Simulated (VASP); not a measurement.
# VASP 6.6.1 run: InP

INCAR

```
ISIF = 2
NELECT = 18.1
EDIFF = 1E-7
LWAVE = .FALSE.
NELM = 62
PREC = Accurate
LREAL = .FALSE.
NSW = 0
ENCUT = 520
LASPH = .TRUE.
IBRION = -1
SIGMA = 0.02
LCHARG = .FALSE.
GGA = PE
ISMEAR = -1
NBANDS = 16
```

KPOINTS

```
KPOINTS created by Atomic Simulation Environment
0
Gamma
8 8 8
0 0 0
```

POSCAR

```
In P
 1.0000000000000000
     0.0000000000000000    3.0128633874999999    3.0128633874999999
     3.0128633874999999    0.0000000000000000    3.0128633874999999
     3.0128633874999999    3.0128633874999999    0.0000000000000000
 In  P
   1   1
Cartesian
  0.0000000000000000  0.0000000000000000  0.0000000000000000
  1.5064316937500000  1.5064316937500000  1.5064316937500000
```

The recommended PBE PAW datasets give the neutral cell 18 valence electrons.

Command

```
mpirun -np 1 vasp_std
```

Question: How does this run end, and what does it give?

Answer: It converged. Results: pressure 1.9 GPa.

OSZICAR

```
N       E                     dE             d eps       ncg     rms          rms(c)
DAV:   1     0.117164076460E+03    0.11716E+03   -0.84629E+03   928   0.124E+03
DAV:   2     0.146211097834E+00   -0.11702E+03   -0.11213E+03  1016   0.305E+02
DAV:   3    -0.802215355058E+01   -0.81684E+01   -0.81253E+01  1248   0.787E+01
DAV:   4    -0.823992172353E+01   -0.21777E+00   -0.21771E+00  1152   0.141E+01
DAV:   5    -0.825277370961E+01   -0.12852E-01   -0.12852E-01  1400   0.299E+00    0.510E+00
DAV:   6    -0.785105107528E+01    0.40172E+00   -0.67139E-01  1504   0.114E+01    0.312E+00
DAV:   7    -0.782969705940E+01    0.21354E-01   -0.14513E-01  1296   0.269E+00    0.122E+00
DAV:   8    -0.783004931743E+01   -0.35226E-03   -0.12086E-02  1112   0.123E+00    0.248E-01
DAV:   9    -0.783067285478E+01   -0.62354E-03   -0.11555E-03  1176   0.351E-01    0.134E-01
DAV:  10    -0.783085580719E+01   -0.18295E-03   -0.23586E-04  1200   0.177E-01    0.767E-02
DAV:  11    -0.783093320911E+01   -0.77402E-04   -0.12442E-04  1112   0.925E-02    0.275E-02
DAV:  12    -0.783093335098E+01   -0.14187E-06   -0.59733E-06  1096   0.232E-02    0.754E-03
DAV:  13    -0.783093387199E+01   -0.52101E-06   -0.16630E-06  1200   0.658E-03    0.644E-03
DAV:  14    -0.783093401972E+01   -0.14772E-06   -0.19019E-07  1168   0.449E-03    0.145E-03
DAV:  15    -0.783093402976E+01   -0.10043E-07   -0.77857E-09   816   0.641E-04
   1 F= -.78309340E+01 E0= -.78307205E+01  d E =-.427042E-03
```

Standard output (part)

```
POSCAR found type information on POSCAR InP
 POSCAR found :  2 types and       2 ions
 LDA part: xc-table for (Slater+PW92), standard interpolation
 POSCAR, INCAR and KPOINTS ok, starting setup
 WAVECAR not read
 entering main loop
 the old and the new charge density differ
    0.510E+00
```

The cell is charged and sits in a uniform background.

For comparison, a separate PBE run of the intended cell, on usual settings and not on those above, gives a gap of 0.26 eV on its mesh and a pressure of -1.9 GPa.
